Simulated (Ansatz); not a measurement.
AlN (zincblende), relaxed with r2SCAN in the PAW code Ansatz. It is cubic, F-43m (No. 216); conventional cell a = 4.370 Å, 10.43 Å³ an atom. Al has 4 N at 1.89 Å; N has 4 Al at 1.89 Å.

The axes x, y and z are those of this cell:
```
Al N
1.0
     0.00000    2.18488    2.18488
     2.18488    0.00000    2.18488
     2.18488    2.18488    0.00000
Al N
1 1
Direct
  0.00000 0.00000 0.00000
  0.25000 0.25000 0.25000
```

Unstrained: With PBE the valence top lies at Γ and the conduction bottom at X, 3.325 eV higher; the smallest vertical gap, at Γ, is 4.176 eV. With r2SCAN the valence top lies at Γ and the conduction bottom at X, 3.941 eV higher; the smallest vertical gap, at Γ, is 4.842 eV. With HSE06 the valence top lies at Γ and the conduction bottom at X, 4.552 eV higher; the smallest vertical gap, at Γ, is 5.547 eV. Meshes: PBE 10×10×10, r2SCAN 10×10×10, HSE06 8×8×8. Strains are changes of length per length. After each strain the atoms were relaxed again with r2SCAN within the symmetry that the strain leaves, so tilts or polar shifts that break it weren't tested; points keep the names that they have in the unstrained zone. The values are computed, spin-unpolarised, and not measurements.

Question: Estimate what uniaxial -0.65 % along x, other directions held does to the gap.

Answer: PBE: the gap goes from 3.325 to 3.291 eV (-0.034 eV); with r2SCAN the top three valence levels at Γ, degenerate before, become 1+2 from the top over 28 meV. r2SCAN: the gap goes from 3.941 to 3.908 eV (-0.033 eV). HSE06: the gap goes from 4.552 to 4.520 eV (-0.032 eV). The r2SCAN energy rises by 0.4 meV an atom.

Question: One strain changed the r2SCAN stress by xx +5.80, yy +5.80, zz +5.80 GPa (compression positive) and the gap by +0.014 eV (PBE), +0.021 eV (r2SCAN), +0.026 eV (HSE06). Which kind of strain was it, and roughly how large?

Answer: Isotropic -0.87 % on every length. The pattern of the stress gives the kind; the size needs the stiffness, so it is an estimate.

Question: One strain changed the r2SCAN stress by xx -15.19, yy -15.19, zz -15.19, xy +7.61, xz +7.61, yz +7.61 GPa (compression positive) and the gap by -0.419 eV (PBE), -0.456 eV (r2SCAN), -0.450 eV (HSE06). Which kind of strain was it, and roughly how large?

Answer: Epitaxial +5.38 % in the plane normal to [111], free normal strain -1.73 %. The pattern of the stress gives the kind; the size needs the stiffness, so it is an estimate.

The meshes of the hybrids are coarse, so their gaps aren't converged to the digits shown.

The splittings at Γ are without spin-orbit coupling, which regroups them where it is of like size or larger.
